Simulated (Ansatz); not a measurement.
# WC: do energies and stresses tell the same story?

Computed with Ansatz 0.2.0, DFT PBE, scalar-relativistic, plane waves, PAW.

Cutoff 420 eV; k points 18×18×14 on the computed 2-atom cell (Γ-centred); Gaussian smearing, width 0.10 eV; no spin polarisation.

Relaxed cell: P-6m2, a = 2.922 Å, b = 2.922 Å, c = 2.847 Å, α = 90.00°, β = 90.00°, γ = 120.00°, 2 atoms in the primitive cell.

Energies at zero smearing and pressures from the stress tensor, at volumes with shape and atoms relaxed:
| V (Å³/atom) | E − E(first) (meV/atom) | P (GPa) |
| --- | --- | --- |
| 9.892 | 0.00 | 27.03 |
| 10.208 | -38.50 | 12.46 |
| 10.524 | -50.45 | 0.03 |
| 10.839 | -39.74 | -10.59 |
| 11.155 | -9.70 | -19.64 |

Check P = −dE/dV between neighbouring volumes, and get the bulk modulus from the pressures alone.

With 1 eV/Å³ = 160.2 GPa:
```csv
middle V (Å³/atom),−ΔE/ΔV (GPa),mean P (GPa)
10.050,19.538,19.747
10.366,6.065,6.244
10.681,-5.436,-5.282
10.997,-15.245,-15.117
```

The two differ by 0.21 GPa at most. The mean of two end pressures misses the average over a step by about ΔV² P″/12, up to 0.19 GPa here; with that taken off 0.02 GPa remains. Around V = 10.524 Å³/atom, the two neighbours give B = −V ΔP/ΔV = 10.524 × 23.05 / 0.631 = 384.2 GPa, against B0 = 382.3 GPa from the Birch–Murnaghan fit of the energies.

Spin–orbit coupling is left out, which can shift energies with elements as heavy as these.